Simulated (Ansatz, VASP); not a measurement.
**One calculation of Ir, two programs**

```
Ir
1.0
     2.79895    0.00000    0.00000
    -1.39948    2.42396    0.00000
     0.00000    0.00000    9.02718
Ir
4
Direct
  0.00000 0.00000 0.00000
  0.00000 0.00000 0.50000
  0.33333 0.66667 0.75000
  0.66667 0.33333 0.25000
```

Alike in both runs: task relaxation of cell and atoms; functional r2SCAN; k mesh 9 × 9 × 2; occupations gaussian, width 0.1 eV; no spin polarisation.

```csv
,VASP,Ansatz
version,VASP 6.6.1,Ansatz 0.2.0
potentials or method,"VASP PAW PBE potentials, release 64 (Ir)","scalar-relativistic, plane waves, PAW"
plane-wave cutoff (eV),600,500
valence electrons in the cell,36,68
```

VASP gave:

| Item | Value |
| --- | --- |
| gap on the k mesh at the Fermi level, each at its own relaxed structure (eV) | none |
| relaxed volume (Å³/atom) | 14.33 |
| relaxed cell length with the largest relative difference (Å) | 8.855 |
| energy change over the relaxation (meV/atom) | -70 |

Task: What did Ansatz give for the same quantities?

Result: gap on the k mesh at the Fermi level, each at its own relaxed structure (eV): none; relaxed volume (Å³/atom): 14.23; relaxed cell length with the largest relative difference (Å): 8.835; energy change over the relaxation (meV/atom): -83.

A gap of «none» marks a metal or a gap that the smearing closes. The two sets of potentials don't hold the same shells in valence.

Caveats: the bands computed are all filled at some k points, so no gap is given; the PAW data sets were made with another functional, which shifts forces and pressure a little (VASP). The runs have no spin-orbit coupling, so splittings on Ir are missing.
